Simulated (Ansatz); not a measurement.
# Trial structures of Si2Ge: starts and ends

These are results of Ansatz 0.2.0, DFT PBE, scalar-relativistic, plane waves, PAW, not measurements. All cells share a 420 eV cutoff and Γ-centred k meshes spaced at most about 0.3 Å⁻¹ (about 0.25 or finer for metals, 2π included). No spin polarisation in the final relaxations.

Each guess was relaxed in cell and atoms at zero pressure, within the symmetry of its start. Temperature and zero-point effects are left out. Coordination counts Ge atoms around Si (those within 1.25 times the shortest such distance or 1.15 times the sum of covalent radii; the shortest distance is added where it is long for a bond; a slash parts the counts of unlike sites). For orderings, «n of Z unlike» gives the unlike atoms among the Z nearest shared sites at the start, averaged over those sites.

| guess | made from | start group | V start (Å³/atom) | end group | V end (Å³/atom) | coordination at the end | gap on mesh (eV) | E over the lowest end (meV/atom) |
| --- | --- | --- | --- | --- | --- | --- | --- | --- |
| 1 | Si/Ge on diamond sites, 2.7 of 4 unlike | P-3m1 | 16.6 | P-3m1 | 21.4 | Si 1/3 | 0.59 | 0 |
| 2 | Si/Ge on fcc sites, 4.0 of 12 unlike | P-3m1 | 16.6 | P-3m1 | 16.8 | Si 3 from 2.9 Å | 0 | 499 |
| 3 | Si/Ge on fcc sites, 5.3 of 12 unlike | I4/mmm | 16.6 | I4/mmm | 16.5 | Si 4 from 3.0 Å | 0 | 493 |
| 4 | Si/Ge on hcp sites, 2.0 of 12 unlike | P-3m1 | 16.6 | ? | ? | ? | ? | ? |
| 5 | Si/Ge on hcp sites, 6.7 of 12 unlike | Cmcm | 16.6 | Cmcm | 17.4 | Si 2 | 0 | 320 |
| 6 | Si/Ge on hcp sites, 4.0 of 12 unlike | P-6m2 | 16.6 | P-6m2 | 16.3 | Si 3 from 3.0 Å/6 from 2.9 Å/2+12 from 4.6 Å | 0 | 488 |

Guess 4 as it starts:

```cif
data_structure
_symmetry_space_group_name_H-M 'P 1'
_symmetry_Int_Tables_number 1
_cell_length_a 2.8984
_cell_length_b 2.8984
_cell_length_c 13.6564
_cell_angle_alpha 90.000
_cell_angle_beta 90.000
_cell_angle_gamma 120.000
_cell_volume 99.35
loop_
_atom_site_label
_atom_site_type_symbol
_atom_site_fract_x
_atom_site_fract_y
_atom_site_fract_z
_atom_site_occupancy
Si1 Si 0.33333 0.66667 0.75000 1
Si2 Si 0.33333 0.66667 0.41667 1
Si3 Si 0.66667 0.33333 0.25000 1
Si4 Si 0.66667 0.33333 0.58333 1
Ge1 Ge 0.33333 0.66667 0.08333 1
Ge2 Ge 0.66667 0.33333 0.91667 1
```

Question: Fill in the missing row: what does this guess relax into, and where does it rank?

Answer: It ends in space group P-3m1 (No. 164), with a = 3.567 Å, c = 9.714 Å, 17.8 Å³/atom and no gap. It lies 0.36 eV/atom over the lowest end, above guess 5 and below guess 6. Counting Ge atoms around Si, this end has Si 1 from 3.0 Å/3 and the lowest (guess 1) has Si 1/3.

```cif
data_structure
_symmetry_space_group_name_H-M 'P-3m1'
_symmetry_Int_Tables_number 164
_cell_length_a 3.5674
_cell_length_b 3.5674
_cell_length_c 9.7139
_cell_angle_alpha 90.000
_cell_angle_beta 90.000
_cell_angle_gamma 120.000
_cell_volume 107.06
loop_
_atom_site_label
_atom_site_type_symbol
_atom_site_symmetry_multiplicity
_atom_site_Wyckoff_symbol
_atom_site_fract_x
_atom_site_fract_y
_atom_site_fract_z
_atom_site_occupancy
Si1 Si 2 d 0.33333 0.66667 0.72775 1
Si2 Si 2 d 0.33333 0.66667 0.41410 1
Ge1 Ge 2 d 0.33333 0.66667 0.10102 1
```

Formation energies are uncorrected and refer to the elements' standard structures at the same level.

Question: Is the lowest end bound against the elements?

Answer: No: its formation energy is +0.017 eV/atom. The formation energy is too near zero to say whether this cell lies below the elements.

The k mesh leaves some 4 meV/atom of noise in the energy of each metallic cell. Kohn–Sham gaps at this level usually fall short of measured ones. Cells relaxed within their symmetry can be saddle points. A lower structure may well exist outside this small set. Some types were kept out of the candidates beforehand, so the set may lack a known form.
